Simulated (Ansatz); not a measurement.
Runs of Ansatz 0.2.0 on Ir. The typed cell holds 1 atom: a = 2.542 Å, b = 2.611 Å, c = 2.995 Å, α = 58.28°, β = 61.38°, γ = 59.90°. This isn't the form of Ir at room conditions, which is fcc.

| level | cell | target pressure (GPa) | gap on the mesh (eV) | pressure (GPa) | relaxed volume (Å³/atom) |
| --- | --- | --- | --- | --- | --- |
| r2SCAN | relaxed to 30 GPa from: cell sheared at random, sigma 0.1, atoms nudged by 0.01 Å | 30 | none | 30.0 | - |
| r2SCAN | relaxed to 20 GPa from: cell sheared at random, sigma 0.1, atoms nudged by 0.01 Å | 20 | none | 20.0 | - |
| r2SCAN | relaxed from: cell sheared at random, sigma 0.1, atoms nudged by 0.01 Å | - | none | 0.0 | 14.21 |
| r2SCAN+D4 | relaxed from: cell sheared at random, sigma 0.1, atoms nudged by 0.01 Å | - | none | 0.0 | 14.11 |
| r2SCAN | relaxed to 5 GPa from: cell sheared at random, sigma 0.1, atoms nudged by 0.01 Å | 5 | none | 5.0 | - |
| r2SCAN+rVV10 | relaxed from: cell sheared at random, sigma 0.1, atoms nudged by 0.01 Å | - | none | 0.0 | 14.08 |
| r2SCAN | relaxed from: cell sheared at random, sigma 0.1, atoms nudged by 0.01 Å | 0 | none | 0.0 | 14.21 |
| r2SCAN | relaxed to 2 GPa from: cell sheared at random, sigma 0.1, atoms nudged by 0.01 Å | 2 | none | 2.0 | - |
| r2SCAN | relaxed to 10 GPa from: cell sheared at random, sigma 0.1, atoms nudged by 0.01 Å | 10 | none | 10.0 | - |
| r2SCAN+D3(BJ)-ATM | relaxed from: cell sheared at random, sigma 0.1, atoms nudged by 0.01 Å | - | none | 0.0 | (a) |
| r2SCAN+D3(BJ) | relaxed from: cell sheared at random, sigma 0.1, atoms nudged by 0.01 Å | - | none | 0.0 | 14.06 |

Alike in all rows: task relaxation of cell and atoms; potentials or basis Ansatz PAW; no spin polarisation; k mesh 12 × 13 × 11; cutoff (eV) 500; smearing fermi-dirac 0.05 eV.

Question: Estimate the missing entries.

Answer: (a) 14.14.

Caveats: the plane-wave basis is chosen anew once the cell has moved, so the energies of steps on either side of that aren't comparable; the PAW data sets come from PBE, with cores solved anew for the run's functional, which leaves a small shift of forces and pressure; pairwise dispersion overbinds metals, which lowers pressure and volume (some runs); the dispersion damping was fitted for another functional or another form of the correction (some runs).

A k mesh can miss the band edges, and the runs leave out spin-orbit coupling on Ir.

A gap of «none» marks a metal or a gap under the smearing width.
